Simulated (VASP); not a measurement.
Set up this calculation in VASP 6.6.1, as the native input.

```
Task                   : relaxation of cell and atoms
Functional             : PBE
Dispersion             : D3(BJ)
Potentials or basis    : VASP PAW PBE potentials, release 64 (Pt, Se)
Cutoff                 : 520 eV
k mesh                 : 9 × 9 × 6
Occupations            : gaussian, width 0.02 eV
Spin                   : no spin polarisation
Further INCAR settings : ALGO = Normal; EDIFF = 1e-07; IBRION = 2; EDIFFG = -0.15; NSW = 80; ISIF = 3
```

The structure of PtSe2 lies in POSCAR:

```
PtSe2
1.0
    3.7240000000      0.0000000000      0.0000000000
   -1.8620000000      3.2250786000      0.0000000000
    0.0000000000      0.0000000000      5.0620000000
Pt Se
1 2
Direct
    0.0000000000      0.0000000000      0.0000000000
    0.3333333300      0.6666666700      0.2500000000
    0.6666666700      0.3333333300      0.7500000000
```

The input as run:

INCAR

```
ALGO = Normal ; EDIFF = 1E-7
EDIFFG = -0.15 ; ENCUT = 520
GGA = PE ; IBRION = 2
ISIF = 3 ; ISMEAR = 0
IVDW = 12 ; KPAR = 4
LASPH = T ; LCHARG = F
LREAL = F ; LWAVE = F
NELM = 80 ; NSW = 80
PREC = Accurate ; SIGMA = 0.02
```

KPOINTS

```
k-points
0
Gamma
  9 9 6
```

Potentials or basis: VASP PAW PBE potentials, release 64 (Pt, Se).

The run is started by

```console
$ cat potpaw_PBE.64/Pt/POTCAR potpaw_PBE.64/Se/POTCAR > POTCAR
$ mpirun -np 4 vasp_std > vasp.out
```

Results of the run:

- Relaxed volume: 20.25 Å³/atom
- Relaxed cell: a = 3.751 Å, b = 3.751 Å, c = 4.984 Å, α = 90.00°, β = 90.00°, γ = 120.00°
- Space group after relaxing (to 0.05 Å): P-3m1 (No. 164)
- Energy gained by relaxing: 13.7 meV/atom
- Ionic steps: 6
- Pressure after relaxing: -0.1 GPa
- Largest force after relaxing: 0.067 eV/Å
- Band gap on the k mesh: none (metal or under the smearing width)
- Dispersion energy per atom: -0.478 eV

Caveat: pairwise dispersion overbinds metals, which lowers pressure and volume; the relaxation stopped at a loose force limit of 0.15 eV/Å, so its end isn't a converged minimum.

Wall time 68 s on 4 MPI ranks on Intel(R) Xeon(R) Platinum 8259CL CPU @ 2.50GHz (Skylake/Cascade Lake), with other jobs on the host, peak memory 0.24 GiB a rank.
